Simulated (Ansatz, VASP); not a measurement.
**One calculation of LiCl, two programs**

Contents of POSCAR:

```
LiCl
1.0
    0.0000000000      2.5560369926      2.5560369926
    2.5560369926      0.0000000000      2.5560369926
    2.5560369926      2.5560369926      0.0000000000
Li Cl
1 1
Direct
    0.0000000000      0.0000000000      0.0000000000
    0.5000000000      0.5000000000      0.5000000000
```

The input INCAR.step1:

```
SYSTEM = LiCl
ALGO = Normal ; EDIFF = 1E-4
ENCUT = 520 ; GGA = PE
ISMEAR = 0 ; LASPH = .TRUE.
LCHARG = .FALSE. ; LREAL = .FALSE.
LWAVE = .TRUE. ; NBANDS = 12
NELM = 60 ; PREC = Accurate
SIGMA = 0.01
```

Contents of INCAR.step2:

```
SYSTEM = LiCl
ALGO = Normal ; EDIFF = 1E-6
ENCUT = 520 ; ISIF = 2
ISMEAR = 0 ; ISTART = 1
LASPH = .TRUE. ; LCHARG = .FALSE.
LMIXTAU = .TRUE. ; LREAL = .FALSE.
LWAVE = .FALSE. ; METAGGA = R2SCAN
NBANDS = 12 ; NELM = 60
PREC = Accurate ; SIGMA = 0.01
```

File KPOINTS:

```
k-points
0
G
  8 8 8
  0 0 0
```

Input for Ansatz:

```yaml
crystal:
  lattice:
    - [0.0, 2.5560369926, 2.5560369926]
    - [2.5560369926, 0.0, 2.5560369926]
    - [2.5560369926, 2.5560369926, 0.0]
  atoms:
    - { symbol: Li, position: [0.0, 0.0, 0.0] }
    - { symbol: Cl, position: [0.5, 0.5, 0.5] }
kpoints:
  mp_grid: { grid: [8, 8, 8] }
  band_path:
    path:
      - [0.0, 0.0, 0.0]
      - [0.5, 0.0, 0.5]
      - [0.625, 0.25, 0.625]
      - [0.375, 0.375, 0.75]
      - [0.5, 0.5, 0.5]
      - [0.5, 0.25, 0.75]
      - [-0.072917, 0.0, 0.072917]
    npoints: 1
hamiltonian:
  xc: r2scan
scf:
  occupations: { method: fixed }
  n_extra_bands: 4
output:
  forces: true
  stress: true
  eigenvalues: true
  write_density: true
  write_potential: true
  elf: true
  volumetric_format: npy
```

The cell was built by a generator and needn't be a form met in nature.

Alike in both runs: task single point; functional r2SCAN; k mesh 8 × 8 × 8; no spin polarisation.

|  | VASP | Ansatz |
| --- | --- | --- |
| version | VASP 6.6.1 | Ansatz 0.2.0 |
| potentials or method | VASP PAW PBE potentials, release 64 (Li_sv, Cl) | plane waves, PAW |
| plane-wave cutoff (eV) | 520 | 500 |
| occupations | gaussian, width 0.01 eV | fixed |
| valence electrons in the cell | 10 | 10 |

```csv
,VASP,Ansatz,Ansatz less VASP
gap on the k mesh at the Fermi level (eV),7.36,7.29,-0.069
```

 A k mesh can miss the band edges. r2SCAN opens gaps a little over a GGA but as a rule still falls short of measured ones.
